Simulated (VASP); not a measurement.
# MoS2 in VASP: further runs

The runs below take MoS2 through equation of state, with PBEsol.

All numbers are computed with VASP 6.6.1; they aren't measurements. Logs are shortened: lines on timing, memory, paths and dates and some standing lists are left out, and cuts for length are marked.

## (1) The slab as given

The cell holds a slab with vacuum, 3 atoms: a = 3.141 Å, b = 3.141 Å, c = 17.379 Å, α = 90.00°, β = 90.00°, γ = 120.00°.

## (2) Equation of state, PBEsol, 47.51 Å³/atom (a relaxed cell with its volume scaled by 0.96)

INCAR reads:

```
SYSTEM = MoS2
PREC = Accurate
ENCUT = 520
EDIFF = 1E-6
ISMEAR = 0
SIGMA = 0.02
LREAL = .False.
LASPH = .True.
NELM = 100
ALGO = Normal
ISIF = 2
LWAVE = .False.
LCHARG = .False.
GGA = PS
```

KPOINTS reads:

```
Automatic mesh
0
Gamma
  8 8 2
  0 0 0
```

POSCAR reads:

```
MoS2                                    
1.0
    3.0984723229     -0.0000000000      0.0000000000
   -1.5492361615      2.6833557446      0.0000000000
    0.0000000000     -0.0000000000     17.1439078946
  Mo              S             
     1     2
Direct
     0.0000000000000000    0.0000000000000000    0.0000000000000000
     0.3333333332999970    0.6666666667000030    0.9103357736689784
     0.3333333332999970    0.6666666667000030    0.0896642263310216
```

Potentials or basis: VASP PAW PBE potentials, release 64 (Mo_sv, S).

On the command line:

```sh
> cat potpaw_PBE.64/Mo_sv/POTCAR potpaw_PBE.64/S/POTCAR > POTCAR
> mpirun -np 1 vasp_std > vasp.out
```

OUTCAR:

```text
SYSTEM = MoS2
   PREC = Accurate
   ENCUT = 520
   EDIFF = 1E-6
   ISMEAR = 0
   LREAL = .False.
   LASPH = .True.
   NELM = 100
   ISIF = 2
   GGA = PS

 ion  position               nearest neighbor table
   1  0.000  0.000  0.000-   2 2.36   3 2.36   2 2.36   3 2.36   2 2.36   3 2.36
   2  0.333  0.667  0.910-   1 2.36   1 2.36   1 2.36
   3  0.333  0.667  0.090-   1 2.36   1 2.36   1 2.36

  LATTYP: Found a hexagonal cell.
 ALAT       =     3.0984723229
 C/A-ratio  =     5.5330195361

  Lattice vectors:

 A1 = (   3.0984723229,   0.0000000000,   0.0000000000)
 A2 = (  -1.5492361615,   2.6833557446,   0.0000000000)
 A3 = (   0.0000000000,   0.0000000000,  17.1439078946)

Analysis of symmetry for initial positions (statically):
=====================================================================
 Subroutine PRICEL returns:
 Original cell was already a primitive cell.

 Routine SETGRP: Setting up the symmetry group for a
 hexagonal supercell.

 Subroutine GETGRP returns: Found 12 space group operations
 (whereof 12 operations were pure point group operations)
 out of a pool of 24 trial point group operations.

The static configuration has the point symmetry D_3h.

Analysis of symmetry for dynamics (positions and initial velocities):
=====================================================================
 Subroutine PRICEL returns:
 Original cell was already a primitive cell.

 Routine SETGRP: Setting up the symmetry group for a
 hexagonal supercell.

 Subroutine GETGRP returns: Found 12 space group operations
 (whereof 12 operations were pure point group operations)
 out of a pool of 24 trial point group operations.

The dynamic configuration has the point symmetry D_3h.

 Subroutine INISYM returns: Found 12 space group operations
 (whereof 12 operations are pure point group operations),
 and found     1 'primitive' translations

----------------------------------------------------------------------------------------

                                     Primitive cell

  volume of cell :     142.5397

  direct lattice vectors                    reciprocal lattice vectors
     3.098472323  0.000000000  0.000000000     0.322739691  0.186333847  0.000000000
    -1.549236162  2.683355745  0.000000000     0.000000000  0.372667695  0.000000000
     0.000000000  0.000000000 17.143907895     0.000000000  0.000000000  0.058329758

  length of vectors
     3.098472323  3.098472323 17.143907895     0.372667695  0.372667695  0.058329758

  position of ions in fractional coordinates (direct lattice)
     0.000000000  0.000000000  0.000000000
     0.333333333  0.666666667  0.910335774
     0.333333333  0.666666667  0.089664226

  ion indices of the primitive-cell ions
   primitive index   ion index
                 1           1
                 2           2
                 3           3

----------------------------------------------------------------------------------------

 KPOINTS: Automatic mesh

Automatic generation of k-mesh.
 Grid dimensions read from file:
 generate k-points for:    8    8    2

 Generating k-lattice:

  Cartesian coordinates                     Fractional coordinates (reciprocal lattice)
     0.040342461  0.023291731  0.000000000     0.125000000  0.000000000  0.000000000
     0.000000000  0.046583462  0.000000000     0.000000000  0.125000000  0.000000000
     0.000000000  0.000000000  0.029164879     0.000000000  0.000000000  0.500000000

  Length of vectors
     0.046583462  0.046583462  0.029164879

  Shift w.r.t. Gamma in fractional coordinates (k-lattice)
     0.000000000  0.000000000  0.000000000

 Subroutine IBZKPT returns following result:
 ===========================================

 Found     20 irreducible k-points:

 Following reciprocal coordinates:
            Coordinates               Weight
  0.000000  0.000000  0.000000      1.000000
  0.125000 -0.000000  0.000000      6.000000
  0.250000 -0.000000  0.000000      6.000000
  0.375000 -0.000000  0.000000      6.000000
  0.500000 -0.000000  0.000000      3.000000
  0.125000  0.125000  0.000000      6.000000
[... 12 lines left out ...]
  0.250000  0.250000  0.500000      6.000000
  0.375000  0.250000  0.500000      6.000000
   k-points           NKPTS =     20   k-points in BZ     NKDIM =     20   number of bands    NBANDS=     17
   number of dos      NEDOS =    301   number of ions     NIONS =      3
   total plane-waves  NPLWV =  73728
   dimension x,y,z NGX =    24 NGY =   24 NGZ =  128
   dimension x,y,z NGXF=    48 NGYF=   48 NGZF=  256
   ions per type =               1   2
   NGX,Y,Z   is equivalent  to a cutoff of  12.88, 12.88, 12.41 a.u.
   NGXF,Y,Z  is equivalent  to a cutoff of  25.75, 25.75, 24.82 a.u.
 SYSTEM =  MoS2
   PREC   = accura    normal or accurate (medium, high low for compatibility)
   ISTART =      0    job   : 0-new  1-cont  2-samecut
   ICHARG =      2    charge: 1-file 2-atom 10-const
   ISPIN  =      1    spin polarized calculation?
   LNONCOLLINEAR =      F non collinear calculations
   LSORBIT =      F    spin-orbit coupling
   LASPH  =      T    aspherical Exc in radial PAW
   ENCUT  =  520.0 eV  38.22 Ry    6.18 a.u.   5.76  5.76 31.88*2*pi/ulx,y,z
   NELM   =    100;   NELMIN=  2; NELMDL= -5     # of ELM steps
   EDIFF  = 0.1E-05   stopping-criterion for ELM
   LREAL  =      F    real-space projection
   EDIFFG = 0.1E-04   stopping-criterion for IOM
   NSW    =      0    number of steps for IOM
   IBRION =     -1    ionic relax: 0-MD 1-quasi-New 2-CG
   NFREE  =      0    steps in history (QN), initial steepest desc. (CG)
   ISIF   =      2    stress and relaxation
   ISYM   =      2    0-nonsym 1-usesym 2-fastsym
   POTIM  = 0.5000    time-step for ionic-motion
   TEBEG  =    0.0;   TEEND  =   0.0 temperature during run
   PSTRESS=    0.0 pullay stress
   NELECT =      26.0000    total number of electrons
   NUPDOWN=      -1.0000    fix difference up-down
   EMIN   =  10.00;   EMAX   =-10.00  energy-range for DOS
   EFERMI =   0.00;   METHOD = LEGACY
   ISMEAR =     0;   SIGMA  =   0.02  broadening in eV -4-tet -1-fermi 0-gaus
   EFERMI_NEDOS =   21; number of points for ismear=-14 and -15
   IALGO  =     38    algorithm
   IMIX   =      4    mixing-type and parameters
     AMIX     =   0.40;   BMIX     =  1.00
     AMIX_MAG =   1.60;   BMIX_MAG =  1.00
[... 28 lines left out ...]

 E-fermi :  -1.1769     XC(G=0):  -4.5514

 val. band max:       -1.2868357565   @ k =   0.0000   0.0000   0.5000
 cond. band min:       0.9196850765   @ k =   0.3750   0.2500   0.5000
 fundamental gap:      2.2065208329
 Fermi energy:        -1.1769384392

 k-point     1 :       0.0000    0.0000    0.0000
  band No.  band energies     occupation
      1     -61.8166      2.00000
      2     -36.0747      2.00000
      3     -35.7568      2.00000
      4     -35.7568      2.00000
      5     -15.6311      2.00000
      6     -14.1613      2.00000
[... 9 lines left out ...]
     16       2.1859      0.00000
     17       2.1859      0.00000

 k-point     2 :       0.1250   -0.0000    0.0000
  band No.  band energies     occupation
      1     -61.8085      2.00000
      2     -36.0593      2.00000
      3     -35.8332      2.00000
      4     -35.7739      2.00000
      5     -15.3714      2.00000
      6     -14.0614      2.00000
[... 9 lines left out ...]
     16       1.9024      0.00000
     17       2.2725      0.00000

 k-point     3 :       0.2500   -0.0000    0.0000
  band No.  band energies     occupation
      1     -61.7891      2.00000
      2     -36.0220      2.00000
      3     -36.0141      2.00000
      4     -35.8150      2.00000
      5     -14.6838      2.00000
      6     -13.7992      2.00000
[... 9 lines left out ...]
     16       1.9966      0.00000
     17       2.9910      0.00000

 k-point     4 :       0.3750   -0.0000    0.0000
  band No.  band energies     occupation
      1     -61.7695      2.00000
      2     -36.1902      2.00000
      3     -35.9844      2.00000
      4     -35.8558      2.00000
      5     -13.8621      2.00000
      6     -13.4979      2.00000
[... 9 lines left out ...]
     16       2.7021      0.00000
     17       3.4259      0.00000

 k-point     5 :       0.5000   -0.0000    0.0000
  band No.  band energies     occupation
      1     -61.7614      2.00000
      2     -36.2618      2.00000
      3     -35.9688      2.00000
      4     -35.8726      2.00000
      5     -13.4547      2.00000
      6     -13.3575      2.00000
[... 9 lines left out ...]
     16       2.9180      0.00000
     17       3.5455      0.00000

 k-point     6 :       0.1250    0.1250    0.0000
  band No.  band energies     occupation
      1     -61.7948      2.00000
      2     -36.0330      2.00000
      3     -35.9533      2.00000
      4     -35.8116      2.00000
      5     -14.8961      2.00000
      6     -13.8785      2.00000
[... 9 lines left out ...]
     16       1.5437      0.00000
     17       2.9663      0.00000

 k-point     7 :       0.2500    0.1250    0.0000
  band No.  band energies     occupation
      1     -61.7753      2.00000
      2     -36.1131      2.00000
      3     -35.9955      2.00000
      4     -35.8711      2.00000
      5     -14.1265      2.00000
      6     -13.5841      2.00000
[... 9 lines left out ...]
     16       2.0320      0.00000
     17       3.5187      0.00000

 k-point     8 :       0.3750    0.1250    0.0000
  band No.  band energies     occupation
      1     -61.7614      2.00000
      2     -36.2230      2.00000
      3     -35.9688      2.00000
      4     -35.9136      2.00000
      5     -13.4710      2.00000
      6     -13.3404      2.00000
[... 9 lines left out ...]
     16       2.6776      0.00000
     17       3.4518      0.00000
[... 123 lines left out ...]
      1     -61.7614      2.00000
      2     -36.2618      2.00000
      3     -35.9688      2.00000
      4     -35.8726      2.00000
      5     -13.4547      2.00000
      6     -13.3576      2.00000
[... 9 lines left out ...]
     16       2.9180      0.00000
     17       3.5455      0.00000

 k-point    16 :       0.1250    0.1250    0.5000
  band No.  band energies     occupation
      1     -61.7948      2.00000
      2     -36.0330      2.00000
      3     -35.9533      2.00000
      4     -35.8116      2.00000
      5     -14.8961      2.00000
      6     -13.8785      2.00000
[... 9 lines left out ...]
     16       1.5437      0.00000
     17       2.9662      0.00000

 k-point    17 :       0.2500    0.1250    0.5000
  band No.  band energies     occupation
      1     -61.7753      2.00000
      2     -36.1131      2.00000
      3     -35.9955      2.00000
      4     -35.8711      2.00000
      5     -14.1265      2.00000
      6     -13.5841      2.00000
[... 9 lines left out ...]
     16       2.0320      0.00000
     17       3.5187      0.00000

 k-point    18 :       0.3750    0.1250    0.5000
  band No.  band energies     occupation
      1     -61.7614      2.00000
      2     -36.2230      2.00000
      3     -35.9688      2.00000
      4     -35.9136      2.00000
      5     -13.4710      2.00000
      6     -13.3404      2.00000
[... 9 lines left out ...]
     16       2.6776      0.00000
     17       3.4518      0.00000

 k-point    19 :       0.2500    0.2500    0.5000
  band No.  band energies     occupation
      1     -61.7614      2.00000
      2     -36.1694      2.00000
      3     -35.9695      2.00000
      4     -35.9689      2.00000
      5     -13.4870      2.00000
      6     -13.3231      2.00000
[... 9 lines left out ...]
     16       2.0815      0.00000
     17       3.9036      0.00000

 k-point    20 :       0.3750    0.2500    0.5000
  band No.  band energies     occupation
      1     -61.7557      2.00000
      2     -36.1755      2.00000
      3     -36.0275      2.00000
      4     -35.9579      2.00000
      5     -13.1957      2.00000
      6     -13.1901      2.00000
[... 9 lines left out ...]
     16       2.5734      0.00000
     17       4.1080      0.00000

------------------------ aborting loop because EDIFF is reached ----------------------------------------

  FORCE on cell =-STRESS in cart. coord.  units (eV):
  Direction    XX          YY          ZZ          XY          YZ          ZX
  --------------------------------------------------------------------------------------
  -------------------------------------------------------------------------------------
  Total        2.1183608      2.1183608      2.2665386     -0.0000000      0.0000000      0.0000000
  in kB       23.8108452     23.8108452     25.4763967     -0.0000000      0.0000000      0.0000000
  external PRESSURE =      24.3660290 kB  Pullay stress =       0.0000000 kB

 VOLUME and BASIS-vectors are now :
 -----------------------------------------------------------------------------
  energy-cutoff  :      520.00
  volume of cell :      142.54
      direct lattice vectors                 reciprocal lattice vectors
     3.098472323  0.000000000  0.000000000     0.322739691  0.186333847  0.000000000
    -1.549236162  2.683355745  0.000000000     0.000000000  0.372667695  0.000000000
     0.000000000  0.000000000 17.143907895     0.000000000  0.000000000  0.058329758

 POSITION                                       TOTAL-FORCE (eV/Angst)
 -----------------------------------------------------------------------------------
      0.00000      0.00000      0.00000        -0.000000      0.000000      0.000000
     -0.00000      1.78890     15.60671         0.000000      0.000000     -0.745320
     -0.00000      1.78890      1.53720        -0.000000      0.000000      0.745320
 -----------------------------------------------------------------------------------
    total drift:                                0.000000     -0.000000     -0.000000

  FREE ENERGIE OF THE ION-ELECTRON SYSTEM (eV)
  ---------------------------------------------------
  free  energy   TOTEN  =       -23.3806826628 eV

  energy  without entropy=      -23.3806826628  energy(sigma->0) =      -23.38068266
```

Wall time 54 s (1 thread of Intel Xeon Platinum 8259CL at 2.50GHz (Skylake/Cascade Lake), shared host); peak memory 0.26 GiB.

What came out:

| Item | Value |
| --- | --- |
| Free energy | -23.3807 eV |
| Largest force | 0.745 eV/Å |
| Band gap on the k mesh | 2.21 eV, indirect (least direct gap 2.25 eV) |

Caveat: the PAW data sets were made with another functional, which shifts forces and pressure a little.

## (3) Equation of state, PBEsol, 48.50 Å³/atom (a relaxed cell with its volume scaled by 0.98)

INCAR is that of step 2.

KPOINTS is that of step 2.

POSCAR reads:

```
MoS2                                    
1.0
    3.1198417729     -0.0000000000      0.0000000000
   -1.5599208864      2.7018622310      0.0000000000
    0.0000000000     -0.0000000000     17.2621454784
  Mo              S             
     1     2
Direct
     0.0000000000000000    0.0000000000000000    0.0000000000000000
     0.3333333332999970    0.6666666667000030    0.9103357736689784
     0.3333333332999970    0.6666666667000030    0.0896642263310216
```

Potentials or basis: VASP PAW PBE potentials, release 64 (Mo_sv, S).

On the command line:

```sh
> cat potpaw_PBE.64/Mo_sv/POTCAR potpaw_PBE.64/S/POTCAR > POTCAR
> mpirun -np 1 vasp_std > vasp.out
```

It took 55 s on 1 thread of Intel Xeon Platinum 8259CL at 2.50GHz (Skylake/Cascade Lake), shared host; peak memory 0.26 GiB.

Results (log left out):

| Property | Result |
| --- | --- |
| Free energy | -23.4141 eV |
| Largest force | 0.359 eV/Å |
| Band gap on the k mesh | 2.14 eV, indirect (least direct gap 2.19 eV) |

Caveat: the PAW data sets were made with another functional, which shifts forces and pressure a little.

## (4) Equation of state, PBEsol, 49.49 Å³/atom

INCAR is that of step 3.

KPOINTS is that of step 3.

POSCAR reads:

```
MoS2                                    
1.0
    3.1409224243     -0.0000000000      0.0000000000
   -1.5704612122      2.7201186107      0.0000000000
    0.0000000000     -0.0000000000     17.3787851347
  Mo              S             
     1     2
Direct
     0.0000000000000000    0.0000000000000000    0.0000000000000000
     0.3333333332999970    0.6666666667000030    0.9103357736689784
     0.3333333332999970    0.6666666667000030    0.0896642263310216
```

On the command line:

```sh
> cat potpaw_PBE.64/Mo_sv/POTCAR potpaw_PBE.64/S/POTCAR > POTCAR
> mpirun -np 1 vasp_std > vasp.out
```

Wall time 62 s (1 thread of Intel Xeon Platinum 8259CL at 2.50GHz (Skylake/Cascade Lake), shared host); peak memory 0.27 GiB.

The run converged. Its results:

```yaml
Free_energy: -23.4249 eV
Band_gap_on_the_k_mesh: 2.07 eV, indirect (least direct gap 2.13 eV)
```

Caveat: the PAW data sets were made with another functional, which shifts forces and pressure a little.

## (5) Equation of state, PBEsol, 50.48 Å³/atom (a relaxed cell with its volume scaled by 1.02)

INCAR is that of step 4.

KPOINTS is that of step 4.

POSCAR reads:

```
MoS2                                    
1.0
    3.1617238413     -0.0000000000      0.0000000000
   -1.5808619206      2.7381331663      0.0000000000
    0.0000000000     -0.0000000000     17.4938797812
  Mo              S             
     1     2
Direct
     0.0000000000000000    0.0000000000000000    0.0000000000000000
     0.3333333332999970    0.6666666667000030    0.9103357736689784
     0.3333333332999970    0.6666666667000030    0.0896642263310216
```

On the command line:

```sh
> cat potpaw_PBE.64/Mo_sv/POTCAR potpaw_PBE.64/S/POTCAR > POTCAR
> mpirun -np 1 vasp_std > vasp.out
```

Wall time 66 s (1 thread of Intel Xeon Platinum 8259CL at 2.50GHz (Skylake/Cascade Lake), shared host); peak memory 0.27 GiB.

Results (log left out):

- Free energy: -23.4152 eV
- Largest force: 0.328 eV/Å
- Band gap on the k mesh: 2.01 eV, indirect (least direct gap 2.07 eV)

Caveat: the PAW data sets were made with another functional, which shifts forces and pressure a little.

## (6) Equation of state, PBEsol, 51.47 Å³/atom (a relaxed cell with its volume scaled by 1.04)

INCAR is that of step 5.

KPOINTS is that of step 5.

POSCAR reads:

```
MoS2                                    
1.0
    3.1822550909     -0.0000000000      0.0000000000
   -1.5911275454      2.7559137500      0.0000000000
    0.0000000000     -0.0000000000     17.6074795862
  Mo              S             
     1     2
Direct
     0.0000000000000000    0.0000000000000000    0.0000000000000000
     0.3333333332999970    0.6666666667000030    0.9103357736689784
     0.3333333332999970    0.6666666667000030    0.0896642263310216
```

Potentials or basis: VASP PAW PBE potentials, release 64 (Mo_sv, S).

On the command line:

```sh
> cat potpaw_PBE.64/Mo_sv/POTCAR potpaw_PBE.64/S/POTCAR > POTCAR
> mpirun -np 1 vasp_std > vasp.out
```

It took 81 s on 1 thread of Intel Xeon Platinum 8259CL at 2.50GHz (Skylake/Cascade Lake), shared host; peak memory 0.27 GiB.

Results (log left out):

```yaml
Free_energy: -23.3872 eV
Largest_force: 0.634 eV/Å
Band_gap_on_the_k_mesh: 1.95 eV, indirect (least direct gap 2.01 eV)
```

Caveat: the PAW data sets were made with another functional, which shifts forces and pressure a little.

## (7) Equation of state, PBEsol

Potentials or basis: VASP PAW PBE potentials, release 64 (Mo_sv, S).

This step only gathers the single runs of the series.

What came out:

* Equilibrium volume: 49.50 Å³/atom
* Bulk modulus at fixed shape and positions: 55 GPa
* Pressure derivative of the bulk modulus: 4.4 (rough: it moves with the points fitted)

Energy against volume, from the lowest point:
```
volume (Å³/atom)  energy (meV/atom)
          47.513              14.73
          48.503               3.58
          49.493               0.00
          50.483               3.23
          51.473              12.56
```

Caveat: the cell was scaled at fixed shape and fractional positions, which overstates the stiffness of a crystal with free parameters, most of all of layers and chains; the PAW data sets were made with another functional, which shifts forces and pressure a little.
